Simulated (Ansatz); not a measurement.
# GaN under changes of volume

One of the cells (11.444 Å³/atom); the others are scaled copies at fixed shape and fractional positions:

```
Ga N
1.0
     0.00000    2.25350    2.25350
     2.25350    0.00000    2.25350
     2.25350    2.25350    0.00000
Ga N
1 1
Direct
  0.00000 0.00000 0.00000
  0.25000 0.25000 0.25000
```

The cell is a database's computed one.

- Program: Ansatz 0.2.0
- Functional: r2SCAN
- Dispersion: rVV10
- Potentials or basis: Ansatz PAW
- Cutoff: 500 eV (not typed: the program's choice for these potentials)
- k mesh: 10 × 10 × 10
- Occupations: fermi-dirac, width 0.05 eV
- Spin: no spin polarisation

```csv
volume (Å³/atom),energy over the lowest point (meV/atom),pressure (GPa),gap on the mesh (eV)
10.757,17.57,11.0,2.51
10.986,5.42,6.1,2.36
11.215,0.00,1.6,2.23
11.444,0.63,-2.4,2.09
11.673,6.68,-6.0,1.96
11.902,17.62,-9.2,1.83
12.131,?,?,?
```

Q: What does the run at 12.131 Å³/atom give?

A: Energy over the lowest point 32.91 meV/atom; pressure -12.1 GPa; gap on the mesh 1.70 eV.

Worked out: A Birch-Murnaghan fit of order 3 (a polynomial in V^(-2/3)) to the other rows has its minimum at 11.30 Å³/atom with B0 = V·E''(V) = 200 GPa and B' = 4.3. It gives 32.94 meV/atom at 12.131 Å³/atom, against the run's 32.91, and -dE/dV = -12.1 GPa, against -12.1. A straight line through the other rows of the gap, of slope -6.7 eV per unit of ln V (its deformation potential), extrapolates to 1.70 eV, against the run's 1.70.

Energies are extrapolated to zero smearing.

Caveats: the PAW data sets come from PBE, with cores solved anew for the run's functional, which leaves a small shift of forces and pressure.

Spin-orbit coupling on Ga is left out.
